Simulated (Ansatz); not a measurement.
# Ga: the cost of one run

Program: Ansatz 0.2.0. Level of theory: DFT PBE, scalar-relativistic. These are calculated values, not measurements.

## Step 1: The structure to begin with

The structure is monoclinic, space group C2/c (No. 15). Conventional cell: a = 2.766 Å, b = 8.053 Å, c = 3.332 Å, α = 90.00°, β = 92.02°, γ = 90.00°. Around Ga (site symmetry 2) lie 8 Ga at 2.69 to 2.92 Å.

Coordinates:

```xyz
2
Lattice="1.3830 -4.0265 0.0000 1.3830 4.0265 0.0000 -0.1174 0.0000 3.3299" Properties=species:S:1:pos:R:3 pbc="T T T"
Ga    1.3536   -2.9716    0.8325
Ga    1.2949    2.9716    2.4974
```

Atoms are numbered in the order of the input: Ga1, Ga2.

## Step 2: After the deformation

Space group C2/c before, C2/c after.

## Step 3: LAPW, all electrons

input.yaml reads:

```yaml
crystal:
  lattice:
    - [1.3934906686, -4.0570427891, 0.0]
    - [1.3934906686, 4.0570427891, 0.0]
    - [-0.1183409104, 0.0, 3.27998105]
  atoms:
    - { symbol: Ga, position: [0.869, 0.131, 0.25] }
    - { symbol: Ga, position: [0.131, 0.869, 0.75] }
kpoints:
  mp_grid: { grid: [14, 14, 11] }
scf:
  occupations: { method: fermi_dirac, width: 0.05 }
hamiltonian:
  xc: pbe
  pseudopotentials: { kind: all_electron, lapw: { basis_error: 0.0005 } }
output:
  forces: true
  stress: true
  eigenvalues: true
```

Command:

```
ansatz run input.yaml --threads 1 --pin off --max-ram 2048MiB --backend cpu --events-out ev --progress --plain --runs-dir out
```

**Question.** How long does this run take on 1 thread of Arm Neoverse V1, shared host, and how much memory does it need?

About 2.5 min, with a peak of 1.4 GiB.
